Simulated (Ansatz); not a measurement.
# Fe: do energies and stresses tell the same story?

These are results of DFT PBE, scalar-relativistic, plane waves, PAW (Ansatz), not measurements.

Cutoff 420 eV; k points 21×21×12 on the computed 2-atom cell (Γ-centred); Gaussian smearing, width 0.10 eV; no spin polarisation.

Relaxed cell: P6_3/mmc, a = 2.461 Å, b = 2.461 Å, c = 3.890 Å, α = 90.00°, β = 90.00°, γ = 120.00°, 2 atoms in the primitive cell. This form isn't the element's structure at ambient conditions.

Energies at zero smearing and pressures from the stress tensor, at volumes with shape and atoms relaxed:
| V (Å³/atom) | E − E(first) (meV/atom) | P (GPa) |
| --- | --- | --- |
| 8.975 | 0.00 | 49.73 |
| 9.281 | -79.41 | 34.01 |
| 9.587 | -131.18 | 20.72 |
| 9.893 | -159.60 | 9.50 |
| 10.199 | -168.28 | 0.00 |
| 10.505 | -160.28 | -8.02 |
| 10.811 | -138.16 | -14.80 |
| 11.218 | -90.51 | -22.21 |

**Question.** Check P = −dE/dV between neighbouring volumes, and get the bulk modulus from the pressures alone.

**Answer.** With 1 eV/Å³ = 160.2 GPa:
| middle V (Å³/atom) | −ΔE/ΔV (GPa) | mean P (GPa) |
| --- | --- | --- |
| 9.128 | 41.582 | 41.867 |
| 9.434 | 27.112 | 27.365 |
| 9.740 | 14.883 | 15.109 |
| 10.046 | 4.547 | 4.749 |
| 10.352 | -4.194 | -4.010 |
| 10.658 | -11.579 | -11.410 |
| 11.014 | -18.717 | -18.505 |

The two differ by 0.29 GPa at most. The mean of two end pressures misses the average over a step by about ΔV² P″/12, up to 0.22 GPa here; with that taken off 0.07 GPa remains. The stress is the derivative of the free energy, not of the energy at zero smearing, and with free energies 0.01 GPa remains. Around V = 10.199 Å³/atom, the two neighbours give B = −V ΔP/ΔV = 10.199 × 17.52 / 0.612 = 291.9 GPa, against B0 = 290.6 GPa from the Birch–Murnaghan fit of the energies.

A ferromagnetic start lost its moments in a first run, so spin was left out; other magnetic orders weren't tried.